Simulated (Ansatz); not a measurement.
# MgO (Fm-3m) in Ansatz: notebook

One crystal, MgO, is run at these levels: PBEsol; tasks: phonons, elastic constants, Born charges and dielectric tensor.

Everything below comes from runs of Ansatz 0.2.0. Logs are shortened: lines on timing, memory, paths and dates and some standing lists are left out, and cuts for length are marked.

**The experiment to reproduce.**

From “Electronic structure of alkaline earth and post-transition metal oxides”, 2009, arxiv:0908.1581, for a bulk crystal of MgO: band gap 7.83 eV.

From “Infrared Optical Properties of Ferropericlase (Mg1-xFexO): Experiment and Theory”, 2007, arxiv:0704.2267, for a bulk crystal of MgO at 295 K: high-frequency dielectric constant 2.95 ± 0.1.

The results are compared with them further down.

## Step 1: The structure

It takes space group Fm-3m (No. 225, cubic). Conventional cell: a = 4.194 Å, b = 4.194 Å, c = 4.194 Å, α = 90.00°, β = 90.00°, γ = 90.00°. Around Mg (site symmetry m-3m) lie 6 O at 2.10 Å. O (site symmetry m-3m) is surrounded by 6 Mg at 2.10 Å.

The cell is a database's computed one.

## Step 2: Phonons, PBEsol

input.yaml reads:

```yaml
crystal:
  lattice:
    - [0.0, 2.0970013927, 2.0970013927]
    - [2.0970013927, 0.0, 2.0970013927]
    - [2.0970013927, 2.0970013927, 0.0]
  atoms:
    - { symbol: Mg, position: [0.0, 0.0, 0.0] }
    - { symbol: O, position: [0.5, 0.5, 0.5] }
hamiltonian:
  xc: pbesol
  pseudopotentials: { kind: paw }
kpoints:
  mp_grid: { grid: [8, 8, 8] }
scf:
  occupations: { method: fixed }
phonons:
  method: dfpt
  dielectric: true
  rigid_motions: translations
  qmesh: [2, 2, 2]
  temperatures: { t_max: 1000, t_step: 100 }
  qpath:
    path:
      - [[0.0, 0.0, 0.0], [0.5, 0.0, 0.5], [0.5, 0.25, 0.75], [0.375, 0.375, 0.75], [0.0, 0.0, 0.0], [0.5, 0.5, 0.5], [0.625, 0.25, 0.625], [0.5, 0.25, 0.75], [0.5, 0.5, 0.5], [0.375, 0.375, 0.75]]
      - [[0.625, 0.25, 0.625], [0.5, 0.0, 0.5]]
    npoints: 8
```

Potentials or basis: Ansatz PAW.

Command:

```sh
ansatz run input.yaml --threads 2 --pin off --max-ram 5632MiB --backend cpu --events-out ev --progress --plain --runs-dir out
```

Output:

```text
Warning: RAYON_NUM_THREADS=2 ignored (pool sized by the plan → 2); use --threads N
Engine: ansatz 0.2.0, aarch64-unknown-linux-gnu
Pseudopotentials: kind: paw
Pseudopotential: Mg, paw, valence charge 10, recommended cutoff 420 eV (normal), Mg.paw.azcp
Pseudopotential: O, paw, valence charge 6, recommended cutoff 420 eV (normal), O.paw.azcp
Functional definition: PBEsol
  exchange = pbesol_x
  correlation = pbesol_c
Crystal: 2 atoms, lattice volume = 18.443 Å³
Basis set: ecut = 420 eV, 339 PW (Γ), exchange–correlation on 40×40×40 points (8 copies of the dense FFT grid, shifted against one another)
Bands: 12, of which v1, the nominal top of the filled ones, is band 8 counted from 1 (7 counted from 0)
Symmetry: 48 space group operations
k-points: 59 of 512 (irreducible under 8 space group operations, time reversal used)
Non-local potential: Mg, projectors of the file, l = 0: 3, l = 1: 2, l = 2: 1
Non-local potential: O, projectors of the file, l = 0: 2, l = 1: 2, l = 2: 1
PAW form: soft (Blöchl's): semilocal exchange-correlation on the pseudo side does not see the compensation charge
PAW frozen core: Mg, regenerated for the run's functional, and the local potential with it (the file was generated under x = pbe(κ = 0.804, μ = 0.2195149727645171), c = pbe(β = 0.06672455060314922))
PAW frozen core: O, regenerated for the run's functional, and the local potential with it (the file was generated under x = pbe(κ = 0.804, μ = 0.2195149727645171), c = pbe(β = 0.06672455060314922))
PAW one-centre angular grid: Mg, 110 points (default); XC on 64 Gauss nodes
PAW one-centre angular grid: O, 110 points (default); XC on 64 Gauss nodes
Initial density: superposition of atomic densities (neutral atoms: chi_scale 0, normalization atom), corrected by the library's trained network
Initial wavefunctions: pseudopotential atomic-orbital guess
Functional: x = pbesol(κ = 0.804, μ = 0.12345679012345678), c = pbesol(β = 0.046)
SCF iter   1: F=—  HF=-2475.879218 eV  |F-HF|=—  |Δ(HF+E_count)|=         —  Δρ=1.48e-2  dr2=3.20e-2  ethr=1.77e-3  ⟨swp⟩=4.8  Hψ=3695  notcnv=0  defer=105
preconditioner: auto → none  [insulator: Δε(μ)=4.633 eV  Ē_g=18.440 eV  n_scr=8 (ndim 8)  ℏωp=24.5 eV  f_vac=0.000  ε∞_Penn≈2.8]
SCF iter   2: F=—  HF=-2475.871281 eV  |F-HF|=—  |Δ(HF+E_count)|=   7.94e-3  Δρ=6.92e-3  dr2=5.71e-3  ethr=2.00e-4  ⟨swp⟩=2.2  Hψ=1471  notcnv=0  defer=116
SCF iter   3: F=—  HF=-2475.869461 eV  |F-HF|=—  |Δ(HF+E_count)|=   1.82e-3  Δρ=8.77e-4  dr2=7.26e-5  ethr=3.57e-5  ⟨swp⟩=2.0  Hψ=1015  notcnv=0  defer=116
SCF iter   4: F=—  HF=-2475.869442 eV  |F-HF|=—  |Δ(HF+E_count)|=   1.89e-5  Δρ=1.49e-4  dr2=1.68e-6  ethr=4.54e-7  ⟨swp⟩=2.0  Hψ=969  notcnv=0  defer=75
SCF iter   5: F=—  HF=-2475.869443 eV  |F-HF|=—  |Δ(HF+E_count)|=   1.38e-6  Δρ=2.23e-5  dr2=3.49e-8  ethr=1.05e-8  ⟨swp⟩=2.6  Hψ=1154  notcnv=0
SCF iter   6: F=—  HF=-2475.869443 eV  |F-HF|=—  |Δ(HF+E_count)|=   4.01e-8  Δρ=2.60e-6  dr2=3.14e-10  ethr=2.18e-10  ⟨swp⟩=2.2  Hψ=1064  notcnv=0
SCF iter   7: F=-2475.869443 eV  HF=-2475.869443 eV  |F-HF|=4.09e-12  |Δ(HF+E_count)|=  4.68e-10  Δρ=2.60e-7  dr2=5.13e-12  ethr=1.00e-12  ⟨swp⟩=7.8  Hψ=3843  notcnv=0
SCF 1 converged in 7 iterations: F = -2475.869443 eV  dr2 = 5.13e-12
DFPT response loops at Γ: preconditioner auto → none (the input reference at scf.mixing.eps_inf says where Resta's filter doesn't serve); β = 0.50; Broyden in place of MSR1
── the response to a field inside a basis, on 8×8×8 k-points: an SCF that follows is theirs, and a resumed run solves both again ──
Bands: 9, of which v1, the nominal top of the filled ones, is band 8 counted from 1 (7 counted from 0)
k-points: 60 of 512 (irreducible under 12 space group operations)
Initial density: handed on by an earlier stage of this run
Initial wavefunctions: pseudopotential atomic-orbital guess (no wavefunctions were taken with the density)
Eigensolver: Dense (60 Hₖ)
SCF iter   1: F=—  HF=-2475.872851 eV  |F-HF|=—  |Δ(HF+E_count)|=         —  Δρ=8.51e-4  dr2=1.90e-5  ethr=1.00e-1
preconditioner: auto → none  [insulator: Δε(μ)=5.059 eV  Ē_g=14.609 eV  n_scr=8 (ndim 8)  ℏωp=24.5 eV  f_vac=0.000  ε∞_Penn≈3.8]
SCF iter   2: F=—  HF=-2475.872860 eV  |F-HF|=—  |Δ(HF+E_count)|=   8.48e-6  Δρ=3.91e-4  dr2=6.41e-6  ethr=1.19e-7
SCF iter   3: F=—  HF=-2475.872863 eV  |F-HF|=—  |Δ(HF+E_count)|=   3.28e-6  Δρ=1.79e-4  dr2=1.27e-6  ethr=4.01e-8
SCF iter   4: F=-2475.872863 eV  HF=-2475.872863 eV  |F-HF|=7.59e-9  |Δ(HF+E_count)|=   4.79e-7  Δρ=1.23e-5  dr2=7.30e-9  ethr=7.94e-9
SCF 1 converged in 4 iterations: F = -2475.872863 eV  dr2 = 7.30e-9
DFPT response loops at Γ: mixed as the last ones told, above
NSCF: frozen V_eff on 29 k-points
NSCF: frozen V_eff on 300 k-points
DFPT response loops at q = (0, 0, -0.5) (fractional): mixed as the last ones told, above
NSCF: frozen V_eff on 190 k-points
DFPT response loops at q = (0, -0.5, -0.5) (fractional): mixed as the last ones told, above
SCF converged after 7 iterations
Free energy (F): -2475.869443 eV
Harris-Foulkes:  -2475.869443 eV  (|F-HF|=4.09e-12)
Internal energy: -2475.869443 eV  (E = F + TS)
E sigma→0 (E₀):  -2475.869443 eV
Fermi energy:    8.174556 eV
--- Per-component energies (eV) ---
  E_band       = -289.417334
  E_kinetic    = 255.367329
  E_local      = -1592.842583  (includes V_loc(G=0)·N_el)
  E_nonlocal   = 143.772946
  E_hartree    = 549.758728
  E_xc         = -104.042651
  E_vxc        = -134.067940  (∫ρ·V_xc dr)
  E_paw        = -433.061219  (= ΣΔE_a)
  E_vpaw       = -61.167122  (= ΣTr[D̂ρ^β])
  E_aug_tail   = 0.002511  (compensation charges beyond the density's cutoff)
  E_ewald      = -1294.918655
  E_core_change = 0.094150  (= ΣΔE_core)
  E_smearing   = -0.000000  (= −TS)
  E_closure    = -0.000000  (closes the sum)
  Σ components = -2475.869443   (vs F -2475.869443, Δ=0.00e0)
--- Band table (eV; the first three rows and the last of 59) ---
  k-point 0: bands = ["-63.6352", "-30.5483", "-30.5483", "-30.5483", "-9.0866", "8.1746", "8.1746", "8.1746", "12.9335", "23.9214", "23.9214", "23.9214"]
  k-point 1: bands = ["-63.6338", "-30.5623", "-30.5497", "-30.5497", "-8.9108", "7.2013", "8.0684", "8.0684", "13.8522", "22.2054", "24.2859", "24.2859"]
  k-point 2: bands = ["-63.6304", "-30.5958", "-30.5530", "-30.5530", "-8.4539", "5.4594", "7.8236", "7.8236", "15.2813", "20.6793", "24.8063", "24.8063"]
  k-point 58: bands = ["-63.6225", "-30.6038", "-30.6038", "-30.5819", "-7.4068", "5.1529", "5.1529", "6.3608", "19.7694", "19.7694", "20.4049", "23.7457"]
--- Phonons (Γ-DFPT): 2 representative perturbations + reference, on 59 of 512 k-points (Σ response iterations 7) ---
  k mesh reduced under 8 symmetry operations, with k and −k counted as one. Each operation leaves every solved perturbation unchanged. A smaller set is not considered because the run solves the response to a homogeneous field
  ASR residual: 1.308e-4 → 0.000e0 eV/Å²; symmetrization residual: 4.751e-7 eV/Å²
  ASR residual per site (eV/Å²): 1.24e-4 1.31e-4
  Γ frequencies (cm⁻¹): 0.00 0.00 0.00 400.96 400.96 400.96
  ε∞ (high-frequency dielectric tensor):
        3.228874     0.000000    -0.000000
        0.000000     3.228874     0.000000
       -0.000000     0.000000     3.228874
  ε⁰ (static dielectric tensor: ions relaxed, cell fixed):
        9.932090    -0.000000    -0.000000
       -0.000000     9.932090    -0.000000
       -0.000000    -0.000000     9.932090
  ε⁰ − ε∞ (ionic part):
        6.703215    -0.000000    -0.000000
       -0.000000     6.703215    -0.000000
       -0.000000    -0.000000     6.703215
  softest optical mode at Γ: 400.96 cm⁻¹; the repairs (sum rule, projections) moved no ω² at Γ by more than (1.51 cm⁻¹)²
  Born effective charges Z* (e; rows j = field, columns β = displacement):
    site 0:
         1.97407   -0.00000   -0.00000
         0.00000    1.97407   -0.00000
        -0.00000   -0.00000    1.97407
    site 1:
        -1.97407    0.00000    0.00000
        -0.00000   -1.97407    0.00000
         0.00000    0.00000   -1.97407
  Z* charge neutrality: 5.919e-4 e pre-enforcement
  solved inside a basis spanned on kpoints, on 8×8×8 k-points, its susceptibility summed on 12×12×12: ε∞ is read to err by 7.1e-3, Z* by 1.1e-2 e (field_mesh: kpoints solves on kpoints); Z* is corrected for what the basis lacks
  optical modes at Γ without the LO–TO term, one row a degenerate level:
      ω (cm⁻¹)  modes    IR ((D/Å)²/amu)
        400.96      3            27.9556
  optical modes at Γ + LO–TO along q̂ = [1.0000, 0.0000, 0.0000]:
      ω (cm⁻¹)  modes    IR ((D/Å)²/amu)
        400.96      2            18.6371
        703.22      1             9.3185
  optical modes at Γ + LO–TO along q̂ = [0.0000, 1.0000, 0.0000]:
      ω (cm⁻¹)  modes    IR ((D/Å)²/amu)
        400.96      2            18.6371
        703.22      1             9.3185
  optical modes at Γ + LO–TO along q̂ = [0.0000, 0.0000, 1.0000]:
      ω (cm⁻¹)  modes    IR ((D/Å)²/amu)
        400.96      2            18.6371
        703.22      1             9.3185
--- Phonons (arbitrary-q DFPT): 3 irreducible q on the 2×2×2 mesh ---
  q = [0.0000, 0.0000, 0.0000] (star 1, of the zone-centre solve; hermiticity 1.67e-7, symmetrization 4.29e-14): -0.00 -0.00 -0.00 400.96 400.96 400.96
  q = [0.0000, 0.0000, -0.5000] (star 4, 2 solved perturbations on 150 of 512 k-point pairs; hermiticity 7.81e-7, symmetrization 3.91e-7): 279.55 279.55 363.41 363.41 544.75 565.31
  q = [0.0000, -0.5000, -0.5000] (star 3, 4 solved perturbations in 308 linear systems a pass and spin channel, the states on 95 of 512 k-point pairs; hermiticity 7.13e-8, symmetrization 4.80e-9): 287.14 287.14 424.04 449.88 449.88 543.97
  sum rule: each row above includes the acoustic sum rule's correction from the zone centre's row sums; it moved no ω² by more than (1.49 cm⁻¹)²
  mesh force constants: q→R imaginary residual 1.76e-17; ASR residual 1.308e-4 → 0.000e0 eV/Å²; symmetrization residual 1.066e-14 eV/Å²
  interpolated dispersion: 83 rows × 6 modes
  density of states and harmonic sums: on the 26×26×26 q-mesh, interpolated from the force constants of a 2×2×2 supercell (with the dipole–dipole term)
  largest difference from the sums on the solved wave vectors: F 3.46e-2 eV, S 6.75e-5 and C_V 3.17e-5 eV/K
  zero-point energy: 0.146963 eV/cell   skipped modes (ω ≤ 0): 3   left out of the sums: 2.84e-5 of the cell's modes: C_V's classical limit lies that fraction below 3 k_B per atom; for a crystal, a wire or a layer, F and S can be off by more, and a phonons.interpolated_qmesh denser along its periods is the remedy for the sampling
```

Run time: 16 s. Hardware: 2 threads of Arm Neoverse V1, shared host; peak memory 0.46 GiB.

What came out:

```
Free energy                                        : -2475.8694 eV
Band gap on the k mesh                             : 4.76 eV, direct
Electronic dielectric tensor (diagonal)            : 3.23
Born charges (mean of the diagonal)                : Mg +1.97; O -1.97 e
Highest phonon frequency, LO-TO splitting left out : 565 cm⁻¹
Static dielectric tensor (diagonal)                : 9.93
```

Levels at points of the mesh, in eV from the valence-band top:
```
             k point  band 5  band 6  band 7  band 8  band 9  band 10  band 11  band 12
  (0.00, 0.00, 0.00)  -17.26    0.00    0.00    0.00    4.76    15.75    15.75    15.75
 (0.00, 0.00, -0.50)  -15.88   -4.73   -0.67   -0.67    7.83    12.64    16.32    16.32
(0.00, -0.50, -0.50)  -15.65   -4.17   -1.37   -1.37    8.97    10.01    13.10    19.04
(-0.50, 0.00, -0.50)  -15.65   -4.17   -1.37   -1.37    8.97    10.01    13.10    19.04
```

Phonon frequencies in cm⁻¹ (negative: imaginary):
| q point | frequencies |
| --- | --- |
| (0.000, 0.000, 0.000) | 0 0 0 401 401 401 |
| (0.000, 0.000, -0.500) | 280 280 363 363 545 565 |
| (0.000, -0.500, -0.500) | 287 287 424 450 450 544 |

Electronic dielectric tensor:
```
3.23 0.00 0.00
0.00 3.23 0.00
0.00 0.00 3.23
```

Born effective charge tensors (e):
atom 1, Mg
```
1.97 0.00 0.00
0.00 1.97 0.00
0.00 0.00 1.97
```
atom 2, O
```
-1.97  0.00  0.00
 0.00 -1.97  0.00
 0.00  0.00 -1.97
```

Static dielectric tensor, electrons and zone-centre modes:
```
9.93 0.00 0.00
0.00 9.93 0.00
0.00 0.00 9.93
```

Caveat: the q mesh is small, so phonon branches between its points and thermal values are rough; the PAW data sets come from PBE, with cores solved anew for the run's functional, which leaves a small shift of forces and pressure.

## Step 3: Elastic constants, PBEsol

input.yaml reads:

```yaml
crystal:
  lattice:
    - [0.0, 2.0970013927, 2.0970013927]
    - [2.0970013927, 0.0, 2.0970013927]
    - [2.0970013927, 2.0970013927, 0.0]
  atoms:
    - { symbol: Mg, position: [0.0, 0.0, 0.0] }
    - { symbol: O, position: [0.5, 0.5, 0.5] }
hamiltonian:
  xc: pbesol
  pseudopotentials: { kind: paw }
kpoints:
  mp_grid: { grid: [8, 8, 8] }
scf:
  occupations: { method: fixed }
output:
  forces: true
  stress: true
elastic:
  mode: relaxed_ion
  stencil: two_point
```

Potentials or basis: Ansatz PAW.

Command:

```sh
ansatz run input.yaml --threads 2 --pin off --max-ram 5632MiB --backend cpu --events-out ev --progress --plain --runs-dir out
```

Output:

```text
Warning: RAYON_NUM_THREADS=2 ignored (pool sized by the plan → 2); use --threads N
Engine: ansatz 0.2.0, aarch64-unknown-linux-gnu
Pseudopotentials: kind: paw
Pseudopotential: Mg, paw, valence charge 10, recommended cutoff 420 eV (normal), Mg.paw.azcp
Pseudopotential: O, paw, valence charge 6, recommended cutoff 420 eV (normal), O.paw.azcp
Functional definition: PBEsol
  exchange = pbesol_x
  correlation = pbesol_c
Crystal: 2 atoms, lattice volume = 18.443 Å³
Basis set: ecut = 420 eV, 339 PW (Γ), exchange–correlation on 40×40×40 points (8 copies of the dense FFT grid, shifted against one another)
Bands: 12, of which v1, the nominal top of the filled ones, is band 8 counted from 1 (7 counted from 0)
Symmetry: 48 space group operations
Space group: Fm-3m (ITA 225), of the structure as read, at distance tolerance 2.6e-5 Å
k-points: 29 of 512
[... 105 lines left out ...]
  strains applied: 11, 23; error gains: componentwise 1.00 (the most a stress slope's error grows in a printed constant), spectral 1.73 (1 for all six strains in a standard setting)
  C = ∂σ_k/∂η_j (tension-positive GPa; Voigt order 11 22 33 23 13 12):
       314.849     93.762     93.762     -0.000      0.000      0.000
        93.762    314.849     93.762      0.000     -0.000      0.000
        93.762     93.762    314.849      0.000      0.000      0.000
         0.000     -0.000     -0.000    147.162     -0.000     -0.000
         0.000     -0.000      0.000      0.000    147.162      0.000
        -0.000      0.000      0.000      0.000     -0.000    147.162
  reference stress σ⁰ (GPa):     -2.324     -2.324     -2.324      0.000     -0.000      0.000
  C* (energy form; C + prestress term) asymmetry max|C*_kj − C*_jk| = 5.684e-14 GPa — a small one proves nothing (zero by symmetry where the batch's group is 432, −43m or m−3m); a large one is finite-difference/SCF noise where every solve meets its electron count
  moduli (Voigt/Reuss/Hill, GPa): K = 167.46/167.46/167.46   G = 132.52/129.94/131.23   E = 312.15   ν = 0.189
  mechanically stable: yes (min eigenvalue of sym C = 147.16 GPa)
  strain η (Voigt 11):  stress-route row diagonal C_11 = 314.85 GPa, energy-path curvature d²(F+E_count+ΔE)/dδ²/Ω₀ = 314.90 GPa
         δ    σ_11 (GPa)             F (eV)   n_scf  n_hpsi   n_pw
    -2.000e-3      -2.9624       -2475.8689140       7   12257    370   relax 0 steps, max|allowed force component| 8.14e-31 eV/Å
     2.000e-3      -1.7030       -2475.8698977       6   11851    371   relax 0 steps, max|allowed force component| 8.68e-30 eV/Å
  strain η (Voigt 23):  stress-route row diagonal C_44 = 147.16 GPa, energy-path curvature d²(F+E_count+ΔE)/dδ²/Ω₀ = 148.79 GPa
         δ    σ_23 (GPa)             F (eV)   n_scf  n_hpsi   n_pw
    -2.000e-3      -0.2943       -2475.8694363       7   20509    370   relax 0 steps, max|allowed force component| 3.18e-29 eV/Å
     2.000e-3       0.2943       -2475.8694363       6   20090    370   relax 0 steps, max|allowed force component| 7.11e-29 eV/Å
```

elastic.tsv:

```text
[... 16 lines left out ...]
6	-6.1364778118e-30	2.5069139804e-29	6.3108872418e-30	6.3108872418e-30	-2.0138521340e-46	1.4716240956e2	4.6322223661e-16	4.6322223661e-16	4.6322223661e-16	6.3108872418e-30	-2.0138521340e-46	1.4716240956e2	-2.0411210737e-31	1.7021551491e-31	-4.3790577010e-47	2.4651903288e-32	1.6096876086e-49	-1.1762805378e-1
```

elastic_members.tsv:

```text
# convention: tension-positive GPa; Voigt order 11 22 33 23 13 12; engineering shear strains; stresses and constants hold the Pulay correction, whose part of sigma0, of c and of each member's stress the lines and columns named pulay_correction_..._gpa give (of c_energy it is that of c and, on the columns of strains 1 to 3, that of sigma0; of a layer's constants it is that of c in the plane, times a tenth of its plane spacing in ang); where a line pulay_correction_withheld stands none holds it
[... 10 lines left out ...]
3	2.0000000000e-3	-2.3243456454e0	-2.3251534318e0	-2.3251534318e0	2.9432480500e-1	0.0000000000e0	-2.5014000777e-15	-2.4758694363e3	-2.4758694363e3	6	20090	370	0	7.1096089083e-29	0.0000000000e0	-6.5708878573e-1	-6.5836690880e-1	-6.5836690880e-1	-2.3526311097e-4	1.0856771171e-18	-8.1425783779e-18	1.1455587066e-4	0.0000000000e0
```

Wall time 3.1 s (2 threads of Arm Neoverse V1, shared host); peak memory 0.28 GiB.

Results:

- Free energy: -2475.8694 eV
- Pressure: 2.3 GPa
- Band gap on the k mesh: 4.76 eV, direct
- Elastic constants C11, C12, C44: 315, 94, 147 GPa
- Voigt bulk modulus: 167 GPa

Elastic tensor in Voigt notation (GPa, in the Cartesian axes of the cell as first typed):
```
315  94  94   0   0   0
 94 315  94   0   0   0
 94  94 315   0   0   0
  0   0   0 147   0   0
  0   0   0   0 147   0
  0   0   0   0   0 147
```

Caveat: the pressure holds a Pulay correction of +0.7 GPa for the finite cutoff; the PAW data sets come from PBE, with cores solved anew for the run's functional, which leaves a small shift of forces and pressure.

(Continued in part 2 of 2.)
